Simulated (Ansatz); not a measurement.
## LiF: how much do the potentials matter?

LiF in the rock-salt structure, in a typed cell, not relaxed.

```
CELL_PARAMETERS angstrom
0.00000 2.03500 2.03500
2.03500 0.00000 2.03500
2.03500 2.03500 0.00000
ATOMIC_POSITIONS crystal
Li 0.00000 0.00000 0.00000
F 0.50000 0.50000 0.50000
```

Method (Ansatz, development build): r2SCAN; k mesh 6×6×6; fixed occupations; no spin. Phonons (finite displacements) are harmonic and in cm⁻¹; i marks an unstable mode. Zone-centre lists hold the optical modes without the non-analytic term.

Caveats: coarse k mesh; PseudoDojo norm-conserving files were made for PBE.

The reference is the run on all-electron PAW datasets (no frozen core) at 3300 eV and 8.43 Å³ an atom: top Γ mode (cm⁻¹) 267.

**Question.** The same calculation was made on PseudoDojo norm-conserving, Ansatz norm-conserving. How far do the results move?

**Answer.** 
| potentials | cutoff (eV) | top Γ mode (cm⁻¹) |
| --- | --- | --- |
| PseudoDojo norm-conserving | 1143 | 273 |
| Ansatz norm-conserving | 1320 | 268 |

The largest move among the frequencies in the table is 6.4 cm⁻¹, in the top Γ mode on PseudoDojo norm-conserving.
